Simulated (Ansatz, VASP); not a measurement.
## Two plane-wave programs on MgO

```
Mg O
1.0
     0.00000    2.13515    2.13515
     2.13515    0.00000    2.13515
     2.13515    2.13515    0.00000
Mg O
1 1
Cartesian
  0.0000 0.0000 0.0000
  2.1351 2.1351 2.1351
```

Alike in both runs: task single point; functional PBE; k mesh 10 × 10 × 10; occupations gaussian, width 0.05 eV; no spin polarisation.

|  | VASP | Ansatz |
| --- | --- | --- |
| version | VASP 6.6.1 | Ansatz 0.2.0 |
| potentials or method | VASP PAW PBE potentials, release 64 (Mg, O) | scalar-relativistic, plane waves, PAW |
| plane-wave cutoff (eV) | 520 | 420 |
| valence electrons in the cell | 8 | 16 |

```csv
,VASP,Ansatz,Ansatz less VASP
gap on the k mesh at the Fermi level (eV),4.34,4.35,+0.017
least direct gap on the mesh (eV),4.34,4.35,+0.017
pressure (GPa),-2.4,-1.7,+0.75
```

The functional is the same, so the differences come from potentials, cutoffs and numerics. The two sets of potentials don't hold the same shells in valence.
